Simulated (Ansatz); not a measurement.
Boltzmann transport of ZrS2 at constant τ

Computed with Ansatz 0.2.0, DFT PBEsol, scalar-relativistic, plane waves, PAW. Settings: 420 eV plane-wave cutoff, Γ-centred 12×12×6 mesh, Gaussian smearing of 0.02 eV. No spin polarisation.

Equilibrium structure at this level:
```
Zr S
1.0
     3.62738    0.00000    0.00000
    -1.81369    3.14140    0.00000
     0.00000    0.00000    5.88745
Zr S
1 2
Direct
  0.00000 0.00000 0.00000
  0.33333 0.66667 0.24681
  0.66667 0.33333 0.75319
```

Constant relaxation time and rigid bands. The levels are interpolated over the whole zone and filled by a Fermi function at the stated temperature, with the chemical potential set by the electron count. The Kohn–Sham gap on the mesh is 0.77 eV and isn't corrected.

Problem. Give the Seebeck coefficient (μV/K; xx, yy, zz) and the conductivity masses (m_e; principal values, sorted) at 900 K against doping (cm⁻³).

Solution.
```
doping S              m*
n 1e18   -303 -303 364   both carriers
n 1e19  -493 -493 -119   both carriers
n 1e20  -351 -351 -283  0.54 0.54 2.67
n 1e21  -173 -173 -106  0.56 0.56 3.76
p 1e18   -147 -147 435   both carriers
p 1e19     373 373 461   both carriers
p 1e20     376 376 288  0.49 1.13 1.13
p 1e21     179 179 108  0.63 0.92 0.92
```

Cost: 1 run of about 3.5 core-minutes, on AMD EPYC 9R45 (Zen 5) (shared hosts).